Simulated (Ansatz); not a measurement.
Crystal: HfB2.

```
Hf B
1.0
     3.14000    0.00000    0.00000
    -1.57000    2.71932    0.00000
     0.00000    0.00000    3.48000
Hf B
1 2
Direct
  0.00000 0.00000 0.00000
  0.66667 0.33333 0.50000
  0.33333 0.66667 0.50000
```

Base run:

| Item | Value |
| --- | --- |
| Program | Ansatz 0.2.0 |
| Functional | PBEsol |
| Potentials or basis | Ansatz PAW |
| Cutoff | 420 eV (not typed: the program's choice for these potentials) |
| k mesh | 10 × 10 × 8 |
| Occupations | fermi-dirac, width 0.05 eV |
| Spin | no spin polarisation |

Its results: band gap on the k mesh none (metal or under the smearing width); pressure -4.3 GPa.

**Question.** After a change of settings the same cell gave: band gap on the k mesh none (metal or under the smearing width); pressure -0.6 GPa. Which change was it?
A. functional from PBEsol to LDA
B. functional from PBEsol to PBE
C. functional from PBEsol to r2SCAN; cutoff from 420 eV (not typed: the program's choice for these potentials) to 500 eV (not typed: the program's choice for these potentials)
D. spin from no spin polarisation to spin-orbit coupling, no magnetisation; potential files from those of the base run to others of the same set

**Answer.** C.

Caveats: the PAW data sets come from PBE, with cores solved anew for the run's functional, which leaves a small shift of forces and pressure; spin-orbit coupling is left out, which moves the levels of the heavy elements (some runs).
